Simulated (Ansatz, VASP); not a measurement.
## One calculation of W, two programs

POSCAR

```
W
1.0
    0.0000000000      2.0163754284      2.0163754284
    2.0163754284      0.0000000000      2.0163754284
    2.0163754284      2.0163754284      0.0000000000
W
1
Direct
    0.0000000000      0.0000000000      0.0000000000
```

Contents of INCAR.step1:

```
ALGO = Normal
EDIFF = 1E-4
ENCUT = 520
GGA = PE
ISMEAR = -1
LASPH = True
LCHARG = False
LREAL = False
LWAVE = True
NBANDS = 13
NELM = 100
PREC = Accurate
SIGMA = 0.05
```

The input INCAR.step2:

```
ALGO = Normal
EDIFF = 1E-6
ENCUT = 520
ISIF = 2
ISMEAR = -1
ISTART = 1
LASPH = True
LCHARG = False
LMIXTAU = True
LREAL = False
LWAVE = False
METAGGA = R2SCAN
NBANDS = 13
NELM = 100
PREC = Accurate
SIGMA = 0.05
```

KPOINTS

```
k-points
0
Gamma
  11 11 11
```

The input input.yaml:

```yaml
crystal:
  lattice:
    - [0.0, 2.0163754284, 2.0163754284]
    - [2.0163754284, 0.0, 2.0163754284]
    - [2.0163754284, 2.0163754284, 0.0]
  atoms:
    - { symbol: W, position: [0.0, 0.0, 0.0] }
hamiltonian:
  xc: r2scan
  pseudopotentials: { kind: paw }
kpoints:
  mp_grid: { grid: [11, 11, 11] }
scf:
  occupations: { method: fermi_dirac, width: 0.05 }
output:
  forces: true
  stress: true
  eigenvalues: true
```

This isn't the form of W at room conditions, which is bcc.

Alike in both runs: task single point; functional r2SCAN; k mesh 11 × 11 × 11; occupations fermi-dirac, width 0.05 eV; no spin polarisation.

|  | VASP | Ansatz |
| --- | --- | --- |
| version | VASP 6.6.1 | Ansatz 0.2.0 |
| potentials or method | VASP PAW PBE potentials, release 64 (W_sv) | Ansatz PAW |
| plane-wave cutoff (eV) | 520 | 500 |
| valence electrons in the cell | 14 | 14 |

```tsv
	VASP	Ansatz	Ansatz less VASP
gap on the k mesh at the Fermi level (eV)	none	none	-
pressure (GPa)	-2.8	-3.9	-1.06
```

A gap of «none» marks a metal or a gap that the smearing closes. The functional is the same, so the differences come from potentials, cutoffs and numerics.

Caveats: the PAW data sets were made with another functional, which shifts forces and pressure a little (VASP); the PAW data sets come from PBE, with cores solved anew for the run's functional, which leaves a small shift of forces and pressure (Ansatz). Spin-orbit coupling is left out, which matters for the levels of W.
